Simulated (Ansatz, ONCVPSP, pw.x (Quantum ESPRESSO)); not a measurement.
## From atom to crystal: ONCV potential for gallium

gallium, optimised norm-conserving Vanderbilt (ONCV), made with ONCVPSP 4.0.1.1 (patched build) (LDA (Perdew-Wang 92), scalar-relativistic). Core [Ar] 3d10, reference 4s2 4p1. Waves: 4s: rc 2.00 bohr, ncon 5, nbas 10, qcut 3.1 1/bohr, 2 projectors, debl 1 Ha; 4p: rc 2.65 bohr, ncon 4, nbas 7, qcut 3.7 1/bohr, 2 projectors, debl 2 Ha; d scattering state at 0.04 Ha: rc 2.40 bohr, ncon 4, nbas 8, qcut 4.3 1/bohr, 1 projector. Local part: polynomial inside 1.95 bohr (lpopt 5, dvloc0 -1 Ha). Core correction: Teter function, fcfact 2.75, rcfact 1.1.

Atomic tests: cutoffs needed: 21 Ha and 67 Ha (the cutoffs (Ha) at which the residual kinetic energy of the hardest occupied pseudo-wave falls to 1 and 0.1 mHa per electron); ghost test: no bound ghost flagged; GHOST(+) flagged for s at 117.7 eV; largest excitation error: +33 meV (all-electron minus pseudo) for 4s1 4p0, out of 4 test configurations.

Crystal test: fcc Ga in pw.x 7.5, no spin, 14³ k-points, Fermi–Dirac smearing 0.01 Ry, cutoffs 155/620 Ry. The reference is all-electron LAPW (Ansatz 0.2.0) with the same functional, mesh and smearing; V0 and B0 come from Birch–Murnaghan fits to the pressures at five volumes. Errors are pseudo minus all-electron; Δ is the rms difference of the E(V) curves that follow from these fits, minima aligned, over ±6 % about the mean V0. Mesh and smearing are coarse, so the numbers serve the comparison and aren't converged zero-temperature values; the lattice is a test structure that the element need not adopt.

```tsv
V (Å³/atom)	P all-electron (GPa)	P pseudo (GPa)
16.293	3.76	-1.30
16.721	1.73	-2.95
17.150	-0.02	-4.36
17.579	-1.53	-5.57
18.008	-2.83	-6.59
```

All-electron: a0 = 4.093 Å (V0 = 17.15 Å³/atom), B0 = 65.0 GPa.

Pseudopotential: mean pressure error (GPa): -4.38. The pressure does not cross zero within the volumes sampled, so no fit is given. This is a poor potential for the solid.

Question: At the middle volume, how do free energy and pressure move when the wave cutoff is lowered (ecutrho kept at four times it)?

Answer:

```
cutoff (Ry)  shift of F (meV/atom)  shift of P (GPa)
         70                  +28.6             -0.21
         93                  +16.7             +0.03
        124                   +9.1             -0.33
```

The run at the middle volume (104 k-points, 6 iterations) took about 86 s on one core of a shared host (Neoverse-N1, 64 threads, 124 GiB, load 53).
